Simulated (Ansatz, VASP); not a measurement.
One calculation of Hf, two programs

```
Hf
1.0
     5.05965    0.00000    0.00000
    -2.52983    4.38179    0.00000
     0.00000    0.00000    3.14676
Hf
3
Cartesian
  0.0000 0.0000 0.0000
  0.0000 2.9212 1.5734
  2.5298 1.4606 1.5734
```

Change from the starting cell: volume scaled by 1.06.

Alike in both runs: task single point; functional PBEsol; k mesh 6 × 6 × 9; occupations fermi-dirac, width 0.05 eV; no spin polarisation.

|  | VASP | Ansatz |
| --- | --- | --- |
| version | VASP 6.6.1 | Ansatz 0.2.0 |
| potentials or method | VASP PAW PBE potentials, release 64 (Hf_pv) | Ansatz PAW |
| plane-wave cutoff (eV) | 520 | 420 |
| valence electrons in the cell | 30 | 78 |

|  | VASP | Ansatz | Ansatz less VASP |
| --- | --- | --- | --- |
| gap on the k mesh at the Fermi level (eV) | none | none | - |
| pressure (GPa) | -8.6 | -8.2 | +0.38 |
| largest component of the traceless stress (GPa) | 0.30 | 0.22 | -0.086 |

A gap of «none» marks a metal or a gap that the smearing closes. The two sets of potentials don't hold the same shells in valence.

Caveats: the PAW data sets were made with another functional, which shifts forces and pressure a little (VASP); the PAW data sets come from PBE, with cores solved anew for the run's functional, which leaves a small shift of forces and pressure (Ansatz). Spin-orbit coupling is left out, which matters for the levels of Hf.
